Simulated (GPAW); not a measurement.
PtS2:

```
Pt S
1.0
     3.54320    0.00000    0.00000
    -1.77160    3.06850    0.00000
     0.00000    0.00000    5.03880
Pt S
1 2
Direct
  0.00000 0.00000 0.00000
  0.66667 0.33333 0.77300
  0.33333 0.66667 0.22700
```

Base run:

| Item | Value |
| --- | --- |
| Program | GPAW 26.7.0 |
| Functional | r2SCAN |
| Potentials or basis | GPAW PAW data sets (gpaw-data 1.2.1) |
| Cutoff | 500 eV |
| Basis | pw |
| k mesh | 7 × 7 × 4 |
| Occupations | fermi-dirac, width 0.05 eV |
| Spin | no spin polarisation |

Its results: band gap on the k mesh 0.98 eV, indirect (least direct gap 1.17 eV); pressure 9.1 GPa; largest force 1.222 eV/Å.

The run is repeated on the same cell with these changes: functional from r2SCAN to PBE. What comes out?

Band gap on the k mesh 0.81 eV, indirect (least direct gap 0.98 eV); pressure 11.7 GPa; largest force 1.291 eV/Å.

r2SCAN gives the wider gap, since meta-GGAs in the generalised Kohn-Sham scheme recover part of the derivative discontinuity.

Caveats: the cutoff is short for stress and forces, so pressures can be off by a GPa or more; spin-orbit coupling is left out, which moves the levels of the heavy elements; an odd mesh through Γ misses points on the zone boundary, where band edges often lie; the PAW data sets were made with another functional, which shifts forces and pressure a little (some runs).
